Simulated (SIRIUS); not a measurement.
# TiCo (Pm-3m) in SIRIUS: notebook, part 4 of 4

SIRIUS 7.12.0.

**8. Equation of state, BLYP, collinear spin, ferromagnetic start, 14.11 Å³/atom (volume scaled by 1.06)**

Contents of sirius.json:

```json
{
  "control": {
    "processing_unit": "cpu",
    "std_evp_solver_name": "lapack",
    "gen_evp_solver_name": "lapack",
    "verbosity": 2,
    "print_forces": false,
    "ortho_rf": true,
    "use_second_variation": true,
    "rmt_max": 3.0,
    "num_bands_to_print": 24,
    "save_wf": true
  },
  "parameters": {
    "electronic_structure_method": "full_potential_lapwlo",
    "xc_functionals": ["XC_GGA_X_B88", "XC_GGA_C_LYP"],
    "core_relativity": "dirac",
    "valence_relativity": "iora",
    "num_fv_states": 30,
    "smearing": "fermi_dirac",
    "smearing_width": 0.0018374661,
    "pw_cutoff": 20,
    "gk_cutoff": 3.74,
    "lmax_apw": 10,
    "lmax_rho": 8,
    "lmax_pot": 8,
    "num_mag_dims": 1,
    "auto_rmt": 0,
    "ngridk": [9, 9, 9],
    "shiftk": [0, 0, 0],
    "num_dft_iter": 80,
    "energy_tol": 1e-07,
    "density_tol": 1e-05,
    "use_symmetry": true
  },
  "settings": {"tol_ne": 1e-10},
  "iterative_solver": {"type": "exact"},
  "mixer": {"type": "anderson", "beta": 0.4, "max_history": 8},
  "unit_cell": {
    "lattice_vectors": [[5.7536057711, 0.0, 0.0], [0.0, 5.7536057711, 0.0], [0.0, 0.0, 5.7536057711]],
    "atom_types": ["Co", "Ti"],
    "atom_files": {"Co": "Co.json", "Ti": "Ti.json"},
    "atoms": {"Co": [[0.5, 0.5, 0.5, 0.0, 0.0, 2.0]], "Ti": [[0.0, 0.0, 0.0, 0.0, 0.0, 1.0]]}
  }
}
```

Contents of Co.json:

```json
{
  "name": "cobalt",
  "symbol": "Co",
  "number": 27,
  "mass": 58.933195,
  "rmin": 1e-06,
  "rmt": 2.35,
  "nrmt": 800,
  "rinf": 15.25,
  "core": "1s2s2p",
  "valence": [
    {"basis": [{"enu": 0.09, "dme": 0, "n": 0, "auto": 0}, {"enu": 0.09, "dme": 1, "n": 0, "auto": 0}]},
    {"l": 0, "n": 1, "basis": [{"enu": 0.19, "dme": 0, "n": 0, "auto": 0}]},
    {"l": 1, "n": 2, "basis": [{"enu": 0.19, "dme": 0, "n": 0, "auto": 0}]},
    {"l": 2, "n": 3, "basis": [{"enu": 0.1881, "dme": 0, "n": 0, "auto": 0}]},
    {"l": 3, "n": 4, "basis": [{"enu": 0.19, "dme": 0, "n": 0, "auto": 0}]}
  ],
  "lo": [
    {"l": 0, "basis": [{"enu": 0.19, "dme": 0, "n": 0, "auto": 0}, {"enu": 0.19, "dme": 1, "n": 0, "auto": 0}]},
    {
      "l": 0,
      "basis": [{"enu": -3.3375, "dme": 0, "n": 3, "auto": 1}, {"enu": -3.3375, "dme": 1, "n": 3, "auto": 1}]
    },
    {
      "l": 0,
      "basis": [{"enu": -3.3375, "dme": 1, "n": 3, "auto": 1}, {"enu": 0.19, "dme": 0, "n": 0, "auto": 0}]
    },
    {"l": 0, "basis": [{"enu": 0.19, "dme": 0, "n": 0, "auto": 0}, {"enu": 3.0872, "dme": 0, "n": 0, "auto": 0}]},
    {"l": 1, "basis": [{"enu": 0.19, "dme": 0, "n": 0, "auto": 0}, {"enu": 0.19, "dme": 1, "n": 0, "auto": 0}]},
    {
      "l": 1,
      "basis": [{"enu": -2.0071, "dme": 0, "n": 3, "auto": 1}, {"enu": -2.0071, "dme": 1, "n": 3, "auto": 1}]
    },
    {
      "l": 1,
      "basis": [{"enu": -2.0071, "dme": 1, "n": 3, "auto": 1}, {"enu": 0.19, "dme": 0, "n": 0, "auto": 0}]
    },
    {"l": 1, "basis": [{"enu": 0.19, "dme": 0, "n": 0, "auto": 0}, {"enu": 3.5218, "dme": 0, "n": 0, "auto": 0}]},
    {
      "l": 2,
      "basis": [{"enu": 0.1881, "dme": 0, "n": 0, "auto": 0}, {"enu": 0.1881, "dme": 1, "n": 0, "auto": 0}]
    },
    {
      "l": 2,
      "basis": [{"enu": 0.1881, "dme": 1, "n": 0, "auto": 0}, {"enu": 0.1881, "dme": 2, "n": 0, "auto": 0}]
    },
    {
      "l": 2,
      "basis": [{"enu": 0.1881, "dme": 0, "n": 0, "auto": 0}, {"enu": 3.013, "dme": 0, "n": 0, "auto": 0}]
    },
    {"l": 3, "basis": [{"enu": 0.19, "dme": 0, "n": 0, "auto": 0}, {"enu": 0.19, "dme": 1, "n": 0, "auto": 0}]},
    {"l": 3, "basis": [{"enu": 0.19, "dme": 0, "n": 0, "auto": 0}, {"enu": 3.3407, "dme": 0, "n": 0, "auto": 0}]}
  ],
  "free_atom": [... radial grid and density of the free atom, the start of the SCF ...]
}
```

Contents of Ti.json:

```json
{
  "name": "titanium",
  "symbol": "Ti",
  "number": 22,
  "mass": 47.867,
  "rmin": 1e-06,
  "rmt": 2.35,
  "nrmt": 800,
  "rinf": 17.51,
  "core": "1s2s2p",
  "valence": [
    {"basis": [{"enu": 0.09, "dme": 0, "n": 0, "auto": 0}, {"enu": 0.09, "dme": 1, "n": 0, "auto": 0}]},
    {"l": 0, "n": 1, "basis": [{"enu": 0.19, "dme": 0, "n": 0, "auto": 0}]},
    {"l": 1, "n": 2, "basis": [{"enu": 0.19, "dme": 0, "n": 0, "auto": 0}]},
    {"l": 2, "n": 3, "basis": [{"enu": 0.19, "dme": 0, "n": 0, "auto": 0}]},
    {"l": 3, "n": 4, "basis": [{"enu": 0.19, "dme": 0, "n": 0, "auto": 0}]}
  ],
  "lo": [
    {"l": 0, "basis": [{"enu": 0.19, "dme": 0, "n": 0, "auto": 0}, {"enu": 0.19, "dme": 1, "n": 0, "auto": 0}]},
    {
      "l": 0,
      "basis": [{"enu": -1.9303, "dme": 0, "n": 3, "auto": 1}, {"enu": -1.9303, "dme": 1, "n": 3, "auto": 1}]
    },
    {
      "l": 0,
      "basis": [{"enu": -1.9303, "dme": 1, "n": 3, "auto": 1}, {"enu": 0.19, "dme": 0, "n": 0, "auto": 0}]
    },
    {"l": 0, "basis": [{"enu": 0.19, "dme": 0, "n": 0, "auto": 0}, {"enu": 3.0872, "dme": 0, "n": 0, "auto": 0}]},
    {"l": 1, "basis": [{"enu": 0.19, "dme": 0, "n": 0, "auto": 0}, {"enu": 0.19, "dme": 1, "n": 0, "auto": 0}]},
    {
      "l": 1,
      "basis": [{"enu": -1.0703, "dme": 0, "n": 3, "auto": 1}, {"enu": -1.0703, "dme": 1, "n": 3, "auto": 1}]
    },
    {
      "l": 1,
      "basis": [{"enu": -1.0703, "dme": 1, "n": 3, "auto": 1}, {"enu": 0.19, "dme": 0, "n": 0, "auto": 0}]
    },
    {"l": 1, "basis": [{"enu": 0.19, "dme": 0, "n": 0, "auto": 0}, {"enu": 3.5218, "dme": 0, "n": 0, "auto": 0}]},
    {"l": 2, "basis": [{"enu": 0.19, "dme": 0, "n": 0, "auto": 0}, {"enu": 0.19, "dme": 1, "n": 0, "auto": 0}]},
    {"l": 2, "basis": [{"enu": 0.19, "dme": 1, "n": 0, "auto": 0}, {"enu": 0.19, "dme": 2, "n": 0, "auto": 0}]},
    {"l": 2, "basis": [{"enu": 0.19, "dme": 0, "n": 0, "auto": 0}, {"enu": 3.0148, "dme": 0, "n": 0, "auto": 0}]},
    {"l": 3, "basis": [{"enu": 0.19, "dme": 0, "n": 0, "auto": 0}, {"enu": 0.19, "dme": 1, "n": 0, "auto": 0}]},
    {"l": 3, "basis": [{"enu": 0.19, "dme": 0, "n": 0, "auto": 0}, {"enu": 3.3407, "dme": 0, "n": 0, "auto": 0}]}
  ],
  "free_atom": [... radial grid and density of the free atom, the start of the SCF ...]
}
```

Contents of sirius_start.json:

```json
{
  "control": {
    "processing_unit": "cpu",
    "std_evp_solver_name": "lapack",
    "gen_evp_solver_name": "lapack",
    "verbosity": 1,
    "print_forces": false,
    "ortho_rf": true,
    "use_second_variation": true,
    "rmt_max": 3.0,
    "num_bands_to_print": 24,
    "save_wf": false
  },
  "parameters": {
    "electronic_structure_method": "full_potential_lapwlo",
    "xc_functionals": ["XC_LDA_X", "XC_LDA_C_PW"],
    "core_relativity": "dirac",
    "valence_relativity": "iora",
    "num_fv_states": 30,
    "smearing": "fermi_dirac",
    "smearing_width": 0.0055123983,
    "pw_cutoff": 20,
    "gk_cutoff": 3.0,
    "lmax_apw": 10,
    "lmax_rho": 8,
    "lmax_pot": 8,
    "num_mag_dims": 1,
    "auto_rmt": 0,
    "ngridk": [4, 4, 4],
    "shiftk": [0, 0, 0],
    "num_dft_iter": 30,
    "energy_tol": 0.01,
    "density_tol": 0.05,
    "use_symmetry": true
  },
  "settings": {"tol_ne": 1e-10},
  "iterative_solver": {"type": "exact"},
  "mixer": {"type": "anderson", "beta": 0.4, "max_history": 8},
  "unit_cell": {
    "lattice_vectors": [[5.7536057711, 0.0, 0.0], [0.0, 5.7536057711, 0.0], [0.0, 0.0, 5.7536057711]],
    "atom_types": ["Co", "Ti"],
    "atom_files": {"Co": "Co.json", "Ti": "Ti.json"},
    "atoms": {"Co": [[0.5, 0.5, 0.5, 0.0, 0.0, 2.0]], "Ti": [[0.0, 0.0, 0.0, 0.0, 0.0, 1.0]]}
  }
}
```

Run with:

```
$ OMP_NUM_THREADS=1 sirius.scf --input=sirius_start.json --output=start.json
$ OMP_NUM_THREADS=1 sirius.scf --input=sirius.json --output=output.json --task=1
```

It took 2 min on 1 thread of Arm Neoverse V2, shared host; peak memory 0.6 GiB.

It converged, with:

| Item | Value |
| --- | --- |
| Free energy | -61167.2261 eV |
| Band gap on the k mesh | none (metal or under the smearing width) |
| All electrons inside the program's atomic spheres | Co 26.20; Ti 20.26 (radii Co 2.35, Ti 2.35 bohr) |

Caveat: the starting moments collapsed, and a magnetic state may lie lower.

**9. Equation of state, BLYP, collinear spin, ferromagnetic start**

Potentials or basis: all-electron FP-LAPW, apw+lo standard.

This step only gathers the single runs of the series.

What came out:

- Equilibrium volume: 13.55 Å³/atom (rough: see the caveat)
- Bulk modulus: 353 GPa (rough)

Energy against volume, from the lowest point:
```tsv
volume (Å³/atom)	energy (meV/atom)
12.515	54.23
12.781	31.00
13.047	14.64
13.313	4.64
13.580	0.00
13.846	0.71
14.112	29.57
```

Caveat: the points scatter about the fit; the fit is doubtful: noisy points or a state that changes with volume.
